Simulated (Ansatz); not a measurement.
Crystal: Zr.

```
Zr
1.0
     3.23200    0.00000    0.00000
    -1.61600    2.79899    0.00000
     0.00000    0.00000    5.14700
Zr
2
Direct
  0.66667 0.33333 0.75000
  0.33333 0.66667 0.25000
```

| Quantity | Value |
| --- | --- |
| Program | Ansatz 0.2.0 |
| Task | relaxation of cell and atoms |
| Functional | BLYP |
| Potentials or basis | all-electron LAPW, scalar-relativistic |
| Basis error allowed | 0.001 eV/atom |
| k mesh | 9 × 9 × 5 |
| Occupations | fermi-dirac, width 0.05 eV |
| Spin | no spin polarisation |

At the start: volume 23.28 Å³/atom.

Question: Where does the relaxation end?

Answer: Over 5 steps the energy falls by 10.1 meV/atom and the volume is 24.17 Å³/atom (+3.8 %); space group P6_3/mmc (No. 194, to 0.05 Å).

Step by step:
| step | energy change (eV) | largest force (eV/Å) | volume (Å³) |
| --- | --- | --- | --- |
| 1 | 0.0000 | 0.0000 | 46.56 |
| 2 | -0.0201 | 0.0000 | 48.30 |
| 3 | -0.0202 | 0.0000 | 48.34 |
| 4 | -0.0202 | 0.0000 | 48.34 |
| 5 | -0.0202 | 0.0000 | 48.34 |

Final structure:
```
Zr
1.0
     3.26358    0.00000    0.00000
    -1.63179    2.82634    0.00000
     0.00000    0.00000    5.24080
Zr
2
Cartesian
  1.6318 0.9421 3.9306
  0.0000 1.8842 1.3102
```
